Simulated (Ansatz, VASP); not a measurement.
Two plane-wave programs on C

```
C
1.0
     0.00000    1.78011    1.78011
     1.78011    0.00000    1.78011
     1.78011    1.78011    0.00000
C
2
Direct
  0.87500 0.87500 0.87500
  0.12500 0.12500 0.12500
```

Alike in both runs: functional r2SCAN; k mesh 16 × 16 × 16; occupations fermi-dirac, width 0.02 eV; no spin polarisation.

Ansatz relaxed the structure, and its values are those at the end. VASP's run is a single point on that final structure, the one shown.

|  | VASP | Ansatz |
| --- | --- | --- |
| version | VASP 6.6.1 | Ansatz 0.2.0 |
| potentials or method | VASP PAW PBE potentials, release 64 (C) | PAW with Ansatz's default frozen-core files, scalar-relativistic |
| plane-wave cutoff (eV) | 520 | 500 |
| valence electrons in the cell | 8 | 8 |

|  | VASP | Ansatz | Ansatz less VASP |
| --- | --- | --- | --- |
| gap on the k mesh at the Fermi level (eV) | 4.34 | 4.37 | +0.029 |
| pressure (GPa) | 1.2 | 0.0 | -1.12 |

The functional is the same, so the differences come from potentials, cutoffs and numerics.

Caveats: the PAW data sets were made with another functional, which shifts forces and pressure a little (VASP).
